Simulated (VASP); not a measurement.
# Al16N15 (a cell with a defect): single point with PBEsol

The system is Al16N15 (a cell with a defect).

```
Al N
1.0
     6.22000    0.00000    0.00000
    -3.11000    5.38668    0.00000
     0.00000    0.00000    9.96000
Al N
16 15
Direct
  0.33244 0.16702 0.99021
  0.33273 0.16768 0.50188
  0.33454 0.66820 0.99917
  0.33402 0.66851 0.50092
  0.83147 0.16495 0.99918
  0.83227 0.16664 0.50098
  0.83129 0.66819 0.99919
  0.83207 0.66831 0.50096
  0.16271 0.33735 0.25136
  0.16583 0.33441 0.74956
  0.16286 0.82853 0.25129
  0.16534 0.83286 0.74965
  0.67208 0.33754 0.25147
  0.66678 0.33408 0.74974
  0.66576 0.83443 0.25217
  0.66617 0.83404 0.74951
  0.33260 0.16705 0.69267
  0.33393 0.66844 0.19045
  0.33213 0.66709 0.69145
  0.83158 0.16613 0.19049
  0.83330 0.16803 0.69148
  0.83174 0.66856 0.19046
  0.83277 0.66669 0.69149
  0.16695 0.33374 0.43985
  0.16574 0.33401 0.94309
  0.16676 0.83596 0.43984
  0.16544 0.83331 0.94310
  0.66457 0.33364 0.43995
  0.66621 0.33385 0.94321
  0.66607 0.83452 0.44150
  0.66575 0.83382 0.94066
```

```
Program                : VASP 6.6.1
Task                   : single point
Functional             : PBEsol
Potentials or basis    : VASP PAW PBE potentials, release 64 (Al, N)
Cutoff                 : 450 eV
k mesh                 : 4 × 4 × 2
Occupations            : gaussian, width 0.03 eV
Spin                   : collinear spin, ferromagnetic start
Fixed moment           : 0 μB
Dq                     : 1
Further INCAR settings : LREAL = Auto; ALGO = Normal; EDIFF = 1e-05; ISYM = 0; NELECT = 122.0
```

```json
{
 "Largest force": "0.020 eV/Å",
 "Net moment": "0.00 μB per cell",
 "Valence electrons inside the program's atomic spheres": "Al 0.80, 0.81, 0.78; N 3.83, 3.82, 3.84"
}
```

Forces in eV/Å, atoms in the order of the input:
```
Al  -0.002  0.005  0.002
Al   0.002 -0.002 -0.002
Al   0.001  0.005  0.009
Al  -0.003 -0.012 -0.005
Al   0.000  0.007  0.014
Al   0.002 -0.005 -0.006
Al  -0.002  0.000  0.011
Al  -0.002 -0.001 -0.006
Al   0.004  0.004 -0.006
Al  -0.003  0.006  0.016
Al   0.007 -0.005 -0.008
Al   0.008  0.007  0.004
Al  -0.001 -0.001 -0.020
Al  -0.003  0.004 -0.002
Al   0.007 -0.009 -0.014
Al  -0.008 -0.009  0.015
N    0.001  0.010  0.014
N    0.004 -0.005  0.003
N    0.000 -0.003 -0.004
N    0.015  0.003 -0.002
N   -0.015 -0.003 -0.004
N   -0.001 -0.010  0.008
N    0.001  0.008 -0.006
N   -0.005 -0.001  0.007
N   -0.007  0.001 -0.001
N   -0.001 -0.005  0.004
N    0.005  0.003 -0.005
N   -0.002  0.001  0.001
N   -0.007  0.010 -0.013
N    0.006 -0.003  0.005
N    0.002  0.001 -0.008
```

Wall time 6 min on 4 MPI ranks on Intel(R) Xeon(R) 6975P-C (Granite Rapids) (shared host), peak memory 0.82 GiB a rank.

Caveat: the moment is held away from its start; the PAW data sets were made with another functional, which shifts forces and pressure a little; the total moment is fixed, so each spin has its own Fermi level.
